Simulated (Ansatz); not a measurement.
# AlN (P6_3mc):Cu_i (void), thermodynamic levels from a 72-atom cell

Aim: at which Fermi levels does Cu_i (void) in AlN (P6_3mc) change its charge? The model is a cell of 72 host atoms with 1 Cu put in.

Method: place-levels on r2SCAN runs: charge-transition levels and formation energies with image-charge correction and potential alignment at the atomic sites; PAW set soft_1, in Ansatz 0.2.0.

## 1. Set-up

The cell holds 73 atoms: 36 Al, 36 N and 1 Cu. Cell: a = 9.320 Å, b = 9.320 Å, c = 9.956 Å, α = 90.0°, β = 90.0°, γ = 120.0°. It derives from AlN (space group P6_3mc). Nearest the centre at fractional (0.667, 0.667, 0.345): Cu73 at 0.00 Å, Al65 at 2.03 Å, N67 at 2.03 Å, Al41 at 2.03 Å, N43 at 2.03 Å, N35 at 2.03 Å, Al33 at 2.03 Å, Al66 at 2.36 Å.

Coordinates:

```xyz
73
Lattice="9.3196 0.0000 0.0000 -4.6598 8.0710 0.0000 0.0000 0.0000 9.9565" Properties=species:S:1:pos:R:3 pbc="T T T"
Al    1.5533    0.8968    2.4852
Al    0.0000    1.7936    4.9743
N     1.5533    0.8968    4.3848
N     0.0000    1.7936    1.8957
Al    1.5533    0.8968    7.4634
Al    0.0000    1.7936    9.9525
N     1.5533    0.8968    9.3631
N     0.0000    1.7936    6.8739
Al    0.0000    3.5871    2.4852
Al   -1.5533    4.4839    4.9743
N     0.0000    3.5871    4.3848
N    -1.5533    4.4839    1.8957
Al    0.0000    3.5871    7.4634
Al   -1.5533    4.4839    9.9525
N     0.0000    3.5871    9.3631
N    -1.5533    4.4839    6.8739
Al   -1.5533    6.2774    2.4852
Al   -3.1065    7.1742    4.9743
N    -1.5533    6.2774    4.3848
N    -3.1065    7.1742    1.8957
Al   -1.5533    6.2774    7.4634
Al   -3.1065    7.1742    9.9525
N    -1.5533    6.2774    9.3631
N    -3.1065    7.1742    6.8739
Al    4.6598    0.8968    2.4852
Al    3.1065    1.7936    4.9743
N     4.6598    0.8968    4.3848
N     3.1065    1.7936    1.8957
Al    4.6598    0.8968    7.4634
Al    3.1065    1.7936    9.9525
N     4.6598    0.8968    9.3631
N     3.1065    1.7936    6.8739
Al    3.1065    3.5871    2.4852
Al    1.5533    4.4839    4.9743
N     3.1065    3.5871    4.3848
N     1.5533    4.4839    1.8957
Al    3.1065    3.5871    7.4634
Al    1.5533    4.4839    9.9525
N     3.1065    3.5871    9.3631
N     1.5533    4.4839    6.8739
Al    1.5533    6.2774    2.4852
Al    0.0000    7.1742    4.9743
N     1.5533    6.2774    4.3848
N     0.0000    7.1742    1.8957
Al    1.5533    6.2774    7.4634
Al    0.0000    7.1742    9.9525
N     1.5533    6.2774    9.3631
N     0.0000    7.1742    6.8739
Al    7.7663    0.8968    2.4852
Al    6.2130    1.7936    4.9743
N     7.7663    0.8968    4.3848
N     6.2130    1.7936    1.8957
Al    7.7663    0.8968    7.4634
Al    6.2130    1.7936    9.9525
N     7.7663    0.8968    9.3631
N     6.2130    1.7936    6.8739
Al    6.2130    3.5871    2.4852
Al    4.6598    4.4839    4.9743
N     6.2130    3.5871    4.3848
N     4.6598    4.4839    1.8957
Al    6.2130    3.5871    7.4634
Al    4.6598    4.4839    9.9525
N     6.2130    3.5871    9.3631
N     4.6598    4.4839    6.8739
Al    4.6598    6.2774    2.4852
Al    3.1065    7.1742    4.9743
N     4.6598    6.2774    4.3848
N     3.1065    7.1742    1.8957
Al    4.6598    6.2774    7.4634
Al    3.1065    7.1742    9.9525
N     4.6598    6.2774    9.3631
N     3.1065    7.1742    6.8739
Cu    3.1065    5.3807    3.4350
```

Screening for the image-charge correction: ε∞ = (4.49, 4.49, 4.72), ε0 = (8.15, 8.15, 9.65), computed on the host (DFPT, PBEsol, on the r2SCAN cell), and a cell off the functional's own equilibrium shifts the ionic part.

The cell's shortest repeat is 9.3 Å.

## 2. Charge states

A transition level is the Fermi level at which two charge states cost the same, so each charge needs its own total energy, at its own relaxed structure.

Random displacements of about 0.05 Å break the site symmetry at the start, so that the relaxation can reach a distorted minimum if there is one. Forces are taken at one point at (¼, ¼, ¼). The cell holds 1 electron fewer than the neutral one, with a uniform background that keeps it neutral on the whole.

The sampling was tested on the host first: at the k-points planned (1x1x1 shifted 0.25 0.25 0.25) its energy lies -0.014 eV an atom from the dense-mesh value, under the bound of 0.02 eV set for this test; that bounds the host's error, not the defect's.

One state's input; the others differ in charge, spin, start and seed, and in occupations where the table says so.

Contents of qp1.relax/input.yaml:

```yaml
crystal:
  lattice:
    - [3.10652185, 3.0e-08, 0.0]
    - [-1.55326095, 2.69032682, 0.0]
    - [0.0, 0.0, 4.97823886]
  atoms:
    - { symbol: Al, position: [0.66666667, 0.33333333, 0.49920333] }
    - { symbol: Al, position: [0.33333333, 0.66666667, 0.99920333] }
    - { symbol: "N", position: [0.66666667, 0.33333333, 0.88079667] }
    - { symbol: "N", position: [0.33333333, 0.66666667, 0.38079667] }
  supercell: [3, 3, 2]
  defects:
    - { interstitial: { symbol: Cu, position: [0.666667, 0.666667, 0.345] } }
total_charge: 1
basis:
  ecutwfc: 500
  xc_grid: 2
hamiltonian:
  xc: r2scan
  pseudopotentials: { kind: paw, azcp: { folder: soft_1 } }
kpoints:
  mp_grid: { grid: [1, 1, 1], shift: [0.25, 0.25, 0.25] }
scf:
  occupations: { method: fixed }
  max_iter: 60
output:
  forces: true
  charged_corrections: { epsilon: [4.49, 4.49, 4.72], static_epsilon: [8.15, 8.15, 9.65] }
relax:
  f_tol: 0.02
  max_steps: 80
  random_displacement: { amplitude: 0.05, seed: 4347 }
checkpoint:
  write: "../qp1.relax.run"
  compress: false
  write_wavefunctions: true
  write_every: 100000
```

Started as:

```bash
$ ansatz run input.yaml --threads 4 --pin off --max-ram 7536MiB --backend cpu --events-out ev --progress --plain --runs-dir out
```

Defect states can disperse in a cell of this size, so the energy is taken again at a 2×2×2 shifted mesh, on the relaxed structure.

The run of this state that the levels use, under r2SCAN:

Contents of qp1.point/input.yaml:

```yaml
crystal:
  checkpoint: "../qp1.relax.run"
  host: checkpoint
total_charge: 1
basis:
  ecutwfc: 500
  xc_grid: 2
hamiltonian:
  xc: r2scan
  pseudopotentials: { kind: paw, azcp: { folder: soft_1 } }
kpoints:
  mp_grid: { grid: [2, 2, 2], shift: [0.5, 0.5, 0.5] }
scf:
  occupations: { method: fermi_dirac, width: 0.01 }
  max_iter: 60
output:
  forces: true
  eigenvalues: true
  charged_corrections:
    epsilon: [4.49, 4.49, 4.72]
    static_epsilon: [8.15, 8.15, 9.65]
    defect_position: [0.666667, 0.666667, 0.345]
  eigenstates: { localisation: true }
  populations: true
  band_densities: [{ bands: [v1, v1] }, { bands: [c1, c1] }]
  write_density: true
  write_potential: true
  volumetric_format: npy
  elf: true
checkpoint:
  read: "../qp1.relax.run"
  write: "../qp1.point.run"
  compress: false
  write_wavefunctions: false
  write_every: 100000
```

Relaxations under r2SCAN at one point at (¼, ¼, ¼); times on 4 threads of Arm Neoverse V1, shared host:

```
charge  moment (μB)  occupations    outcome  steps  largest displacement against the far atoms (Å)     time
     0            1        fixed  converged      8                                            0.45  4.7 min
    +1            0        fixed  converged      6                                            0.33  1.7 min
    +2            1        fixed  converged     14                                            0.22  8.1 min
```

Single points under r2SCAN at a 2×2×2 shifted mesh; times on 4 threads of Arm Neoverse V1, shared host:

```
charge  moment (μB)  occupations    outcome     time
     0            1  fermi-dirac  converged  3.8 min
    +1            0  fermi-dirac  converged     92 s
    +2            1  fermi-dirac  converged  3.1 min
```

Distances (Å) from Cu73 to the nearest atoms after relaxation with r2SCAN:

```
charge  moment (μB)      1.      2.      3.       4.       5.       6.
     0            1  N 1.95  N 1.95  N 1.95  Al 2.24  Al 2.25  Al 2.25
    +1            0  N 1.95  N 1.95  N 1.95  Al 2.30  Al 2.30  Al 2.30
    +2            1  N 1.98  N 2.01  N 2.01  Al 2.24  Al 2.24   N 2.25
```

## 3. Levels against the band edges, r2SCAN

A charged cell interacts with its images and the background, and its potential has another zero than the host's. place-levels removes the first by a point-charge model, screened by the static dielectric constant since the ions have relaxed around the charge, and the second by comparing potentials at atoms far from the defect.

The host is a run of the defect-free crystal in the same cutoffs, grids and k-points, so that basis and sampling errors cancel in part in the differences. The host is run in a cell of 8 atoms on a matching mesh. Its band edges are searched through the zone by a band path, so the gap is smaller than, or equal to, that on the mesh. Chemical potentials are energies per atom of Cu (fcc), run with the same functional and cutoff.

Contents of levels.point.yaml:

```yaml
host:
  run: host.point.run
states: [q0_M1.point.run, qp1.point.run, qp2_M1.point.run]
geometry_from:
  q0_M1.point.run: q0_M1.relax.run
  qp1.point.run: qp1.relax.run
  qp2_M1.point.run: qp2_M1.relax.run
  host.point.run: host.relax.run
chemical_potentials:
  Cu:
    energy: -6631.253193
    dataset: "<sha256 of the dataset>"
epsilon: [4.49, 4.49, 4.72]
static_epsilon: [8.15, 8.15, 9.65]
vertical:
  - { from: qp1.point.run, to: qp1.point_neutral.run }
  - { from: qp2_M1.point.run, to: qp2_M1.point_neutral.run }
```

Started as:

```bash
$ ansatz place-levels levels.point.yaml -- --threads 4 --pin off --max-ram 7536MiB
```

Numbers of over 12 decimals in the logs are rounded to 6 here.

The log of the run:

```text
[... repeated set-up lines and file paths are left out, and long positions are rounded to six places ...]
(+2/+1) 0.083 eV beneath the valence edge (-0.199 eV without the band-filling correction), in the valence band
(+1/0) 4.306 eV above the valence edge, 0.572 eV under the conduction edge
formation energy of charge +2: +3.209 eV with the Fermi level at the valence edge
formation energy of charge +1: +3.126 eV with the Fermi level at the valence edge
formation energy of charge 0: +7.432 eV with the Fermi level at the valence edge
vertical +1 to 0: no energy, since no alignment is typed
  the change from vertical[0].from (qp1.point.run) to vertical[0].to (qp1.point_neutral.run): by its potential at epsilon [4.49, 4.49, 4.72] it stands at 0.681 0.653 0.294, with an rms radius of about 2.9 Å (1.6 1.6 1.8 Å across the planes of the cell's [...]
vertical +2 to 0: no energy, since no alignment is typed
  the change from vertical[1].from (qp2_M1.point.run) to vertical[1].to (qp2_M1.point_neutral.run): by its potential at epsilon [4.49, 4.49, 4.72] it stands at 0.665 0.669 0.344, with an rms radius of about 3.3 Å (1.8 1.8 2.1 Å across the planes of the cell's [...]
  edges by r2scan, gap 4.878 eV; the host is sampled to repeats of 18.64 Å
  the defect's cells are sampled to repeats of 18.64 Å, like sampling
  charge +2: -40067.2760 eV with its correction of +1.603 eV, at epsilon [8.15, 8.15, 9.65], aligned at sites: +0.2757 eV, mean over 36 atomic sites at or beyond 4.66 Å from the defect at [0.6667, 0.6667, 0.3450], with -0.006424 for the charge's moments and [...]
  charge +1: -40060.5572 eV with its correction of +0.562 eV, at epsilon [8.15, 8.15, 9.65], aligned at sites: +0.2965 eV, mean over 36 atomic sites at or beyond 4.66 Å from the defect at [0.6667, 0.6667, 0.3450], with -0.000000 for the charge's moments and [...]
  charge 0: +0.017 eV for its dipole among its images, +0.000 omitted
  of states[2] (qp2_M1.point.run): it parts from the run at its places by a charge that spreads by about 1.8 Å along one vector (1.4 Å or more is wide), by its potential at epsilon [4.49, 4.49, 4.72], taken for that of held ions (one typed too small widens [...]
  of states[1] (qp1.point.run): it parts from the run at its places by a charge that spreads by about 1.6 Å along one vector (1.4 Å or more is wide), by its potential at epsilon [4.49, 4.49, 4.72], taken for that of held ions (one typed too small widens it), [...]
  of states[0] (q0_M1.point.run): its displacements don't fall off away from the defect: farther atoms stand 0.018 Å off the host's places. [...]
  of vertical[0].from (qp1.point.run): its displacements don't fall off away from the defect: farther atoms stand 0.014 Å off the host's places. [...]
  of vertical[0].to (qp1.point_neutral.run): its displacements don't fall off away from the defect: farther atoms stand 0.014 Å off the host's places. [...]
  of vertical[1].from (qp2_M1.point.run): its displacements don't fall off away from the defect: farther atoms stand 0.022 Å off the host's places. [...]
  of vertical[1].to (qp2_M1.point_neutral.run): its displacements don't fall off away from the defect: farther atoms stand 0.022 Å off the host's places. [...]
```

Run time: 0.39 s. Hardware: 4 threads of Arm Neoverse V1, shared host.

Levels between the charges placed, in eV above the valence top:

```
        gap (eV)  (+2/+1)  (+1/0)
r2SCAN      4.88    -0.08    4.31
```

Corrections by state:

```
charge  moment (μB)  image terms and alignment (eV)  band filling (eV)                               ε used  over the lowest of its charge, as the program ranks them, band filling apart (eV)
    +2          1.0                           1.603             -0.116  principal values (8.15, 8.15, 9.65)                                                                              0.000
    +1          0.0                           0.562                  -  principal values (8.15, 8.15, 9.65)                                                                              0.000
     0          1.0                           0.017                  -                                    -                                                                              0.000
```

The charged structures listed were also run neutral, and place-levels reads from each pair, by the potential or the spins, how wide the charge is by which they differ; that can be the carrier of either run.

```
charge  rms radius (Å)  spread where it is widest against the cell (Å)  wide from (Å)  reading
    +2             3.3                                            1.82           1.40     wide
    +1             2.9                                            1.60           1.40     wide
```

The neutral runs of these pairs need not share the spin of the lowest neutral state, and very wide values only mean spread over the cell.

From the program's caveats on the states, each cut to its opening words:

- charge +2 (1 μB): it parts from the run at its places by a charge that spreads by about 1.8 Å along one vector (1.4 Å or more is wide), by its potential at epsilon [4.49, 4.49, [...]
- charge +2 (1 μB): a band-filling correction moves a carrier to the host's band edge, which changes its energy by -0.116 eV
- charge +2 (1 μB): its displacements don't fall off away from the defect: farther atoms stand 0.022 Å off the host's places
- charge +2 (1 μB), 0 (1 μB): flagged: stability check not made
- charge +1: it parts from the run at its places by a charge that spreads by about 1.6 Å along one vector (1.4 Å or more is wide), by its potential at epsilon [4.49, 4.49, [...]
- charge +1: its displacements don't fall off away from the defect: farther atoms stand 0.014 Å off the host's places
- charge 0 (1 μB): its displacements don't fall off away from the defect: farther atoms stand 0.018 Å off the host's places

Chemical potentials of the elements' reference phases, run alike. Formation energies (elemental references), with the Fermi level at the valence top and at the conduction bottom (gap 4.88 eV):

```
charge  at valence top (eV)  at conduction bottom (eV)  correction included (eV)
    +2                 3.21                      12.96                      1.49
    +1                 3.13                       8.00                      0.56
     0                 7.43                       7.43                      0.02
```

```csv
Fermi level (eV),lowest formation energy (eV)
0.00,3.13
0.44,3.57
0.89,4.01
1.33,4.46
1.77,4.90
2.22,5.34
2.66,5.79
3.11,6.23
3.55,6.67
3.99,7.12
4.43,7.43
4.88,7.43
```

## 4. The same at the relaxations' own k-points

The relaxations' own energies give the levels at their sampling, for comparison.

Contents of levels.relax_mesh.yaml:

```yaml
host:
  run: host.relax.run
states: [q0_M1.relax.run, qp1.relax.run, qp2_M1.relax.run]
chemical_potentials:
  Cu:
    energy: -6631.253193
    dataset: "<sha256 of the dataset>"
```

Started as:

```bash
$ ansatz place-levels levels.relax_mesh.yaml -- --threads 4 --pin off --max-ram 7536MiB
```

The log of the run:

```text
[...]
(+1/0) 4.348 eV above the valence edge, 0.538 eV under the conduction edge
formation energy of charge +2: +3.201 eV with the Fermi level at the valence edge
formation energy of charge +1: +3.104 eV with the Fermi level at the valence edge
formation energy of charge 0: +7.451 eV with the Fermi level at the valence edge
  edges by r2scan, gap 4.886 eV; the host is sampled to repeats of 13.64 Å
[... the lines on each state left out ...]
```

It took 0.13 s on 4 threads.

Levels between neighbouring charges, in eV above the valence top:

```
                        gap (eV)  (+2/+1)  (+1/0)
one point at (¼, ¼, ¼)      4.89    -0.10    4.35
  a 2×2×2 shifted mesh      4.88    -0.08    4.31
```

Going from one point at (¼, ¼, ¼) to a 2×2×2 shifted mesh moves the levels that carry no band-filling term by up to 0.04 eV and formation energies against the elements by up to 0.02 eV; band-filling terms, which differ between samplings, are in these energies.

## 5. Summary of results

```
gap of the host                                                             : 4.88 eV (r2SCAN)
level (plus 2/plus 1)                                                       : 0.08 eV below the valence top (-0.20 eV above the valence top without the band-filling term)
level (plus 1/0)                                                            : 4.31 eV above the valence top
lowest of the charges placed, just above the valence top (0.02 eV)          : +1
lowest of the charges placed, just below the conduction bottom (0.02 eV)    : 0
lowest formation energy at mid-gap of the charges run, elemental references : 5.56 eV
```

**Reading.** Of the charges placed (0, +1 and +2), the lowest changes at 4.31 eV (+1/0) above the valence top, in a gap of 4.88 eV. Charges below 0 were not placed, so these runs say nothing of levels that involve them. States placed: +2 at 1 μB; +1 at 0 μB; 0 at 1 μB. Other spin states or structures, where not listed, weren't placed. The program finds carriers beyond a band edge of the host and adds a band-filling term at charge +2 (-0.12 eV); steps to such a charge show no bound level, and a defect level inside a band would be read the same way. Corrections reach 1.6 eV, so the cell is small for these charges and their levels are rough. Cu is taken at its element; compounds, which aren't counted here, bound the chemical potentials and would shift these formation energies. Going from one point at (¼, ¼, ¼) to a 2×2×2 shifted mesh moves the levels that carry no band-filling term by up to 0.04 eV and formation energies against the elements by up to 0.02 eV; band-filling terms, which differ between samplings, are in these energies. What this leaves open: r2SCAN makes the gap too small and tends to spread out bound carriers; where a gas molecule sets a chemical potential or the host's formation energy, its binding is uncorrected.

[Logs are printed without paths, hosts, clocks, repeated set-up lines and the standing remarks that a program may print on its own settings, such as how far it seeks lower states.]

[Hosts, paths, dates, database ids (printed as entryN), source tags and the programs' standing remarks are cut or masked in the printed files.]

[Where a table of states has a column of steps, it counts the stored structures, which are thinned; the runs took as many ionic steps or more.]

[A defect's name tells the site on which it was built; relaxed atoms can leave that site.]

[For some hosts the program warned that the k-mesh of the response run may be too coarse for force constants and the static dielectric constant; such warnings are not shown here.]
